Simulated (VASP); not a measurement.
VASP ran on this input.

KPOINTS:
```
Automatic mesh
0
Gamma
5 5 5
0 0 0
```

**POSCAR**
```
BaF2
1
    0.0000000000     3.1000000000     3.1000000000
    3.1000000000     0.0000000000     3.1000000000
    3.1000000000     3.1000000000     0.0000000000
Ba F
1 2
Direct
  0.0000000000   0.0000000000   0.0000000000
  0.2500000000   0.2500000000   0.2500000000
  0.7500000000   0.7500000000   0.7500000000
```

INCAR:
```
SYSTEM = BaF2
PREC = Accurate
ENCUT = 520
EDIFF = 1E-6
NELM = 100
ALGO = Normal
LREAL = .FALSE.
LASPH = .TRUE.
ISMEAR = 0
SIGMA = 0.05
GGA = PE
LMAXMIX = 4
LWAVE = .FALSE.
LCHARG = .FALSE.
ISIF = 2
ISPIN = 2
MAGMOM = 1.0 1.0 1.0 1.0
```

POTCAR, in this order: Ba_sv F (PBE.64 set). Program: vasp_std.

### Question
One choice in this input is risky. Which, and does it do harm here?

### Answer
The risk: MAGMOM holds more values than there are atoms. Here it does no harm: the run (PBE GGA, plane waves, VASP's PBE PAW potentials (set 64)) converges to the same energy and pressure as with the safe setting.
File OSZICAR:
```
       N       E                     dE             d eps       ncg     rms          rms(c)
DAV:   1     0.149837306137E+03    0.14984E+03   -0.12914E+04   720   0.122E+03
DAV:   2    -0.106300732220E+02   -0.16047E+03   -0.15654E+03   908   0.268E+02
DAV:   3    -0.178402098865E+02   -0.72101E+01   -0.71888E+01   876   0.600E+01
DAV:   4    -0.179481594462E+02   -0.10795E+00   -0.10788E+00   904   0.689E+00
DAV:   5    -0.179517092159E+02   -0.35498E-02   -0.35495E-02   904   0.865E-01    0.135E+01
DAV:   6    -0.170037136638E+02    0.94800E+00   -0.84118E+00   744   0.224E+01    0.522E+00
DAV:   7    -0.170777918114E+02   -0.74078E-01   -0.47859E-01   754   0.490E+00    0.252E+00
DAV:   8    -0.170827017527E+02   -0.49099E-02   -0.48951E-02   746   0.198E+00    0.143E+00
DAV:   9    -0.171017765203E+02   -0.19075E-01   -0.15537E-02   826   0.121E+00    0.420E-01
DAV:  10    -0.171057033673E+02   -0.39268E-02   -0.28042E-03   822   0.374E-01    0.134E-01
DAV:  11    -0.171084197402E+02   -0.27164E-02   -0.19505E-03   744   0.284E-01    0.490E-02
DAV:  12    -0.171086382969E+02   -0.21856E-03   -0.24641E-04   918   0.105E-01    0.193E-02
DAV:  13    -0.171086505898E+02   -0.12293E-04   -0.20420E-05   792   0.376E-02    0.855E-03
DAV:  14    -0.171086607506E+02   -0.10161E-04   -0.11589E-05   740   0.258E-02    0.485E-03
DAV:  15    -0.171086591205E+02    0.16301E-05   -0.41820E-06   678   0.146E-02    0.106E-03
DAV:  16    -0.171086592393E+02   -0.11880E-06   -0.27932E-07   578   0.371E-03
   1 F= -.17108659E+02 E0= -.17108659E+02  d E =-.111243E-17  mag=     0.0000
```

The compound is BaF2 in the fluorite structure. The cell was not relaxed at this level.
